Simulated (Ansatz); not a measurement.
Level of theory: DFT, PBE, scalar-relativistic, no spin polarisation; plane waves to 420 eV with PAW datasets (Ansatz 0.2.0), 8×8×8 k-mesh, Gaussian smearing of 0.05 eV. The datasets are Ansatz's generated set soft_2.

The calculation on XBr, where X is one element, gave:

```json
{"Space group": "Fm-3m (No. 225)", "Conventional cell": "a = 7.017 Å, b = 7.017 Å, c = 7.017 Å, α = 90.00°, β = 90.00°, γ = 90.00°", "Volume": "43.18 Å³/atom", "Band gap": "4.19 eV", "Smallest direct gap": "4.19 eV", "Bader charges": "X 0.83; Br -0.83 e", "Formation energy from the elements (0 K, uncorrected)": "-1.77 eV/atom", "Bulk modulus (Birch–Murnaghan)": "11.8 GPa", "Pressure derivative B0′": "4.9", "Shear modulus (Hill)": "6.3 GPa", "Young's modulus": "16.1 GPa", "Poisson's ratio": "0.27", "Elastically stable": "yes"}
```

Sites: X on 4b, Br on 4a.

Question: Which element is X?
A. Y
B. Sr
C. Rb

Answer: C. X is Rb, so the compound is RbBr.

The start was a prototype's sites filled with these elements; the Crystallography Open Database holds the compound in this structure.

Semilocal functionals underestimate band gaps, commonly by a third or more. The relaxed cell is 6 % larger in volume than the cell of this structure in the Crystallography Open Database (40.65 Å³/atom, 1969).
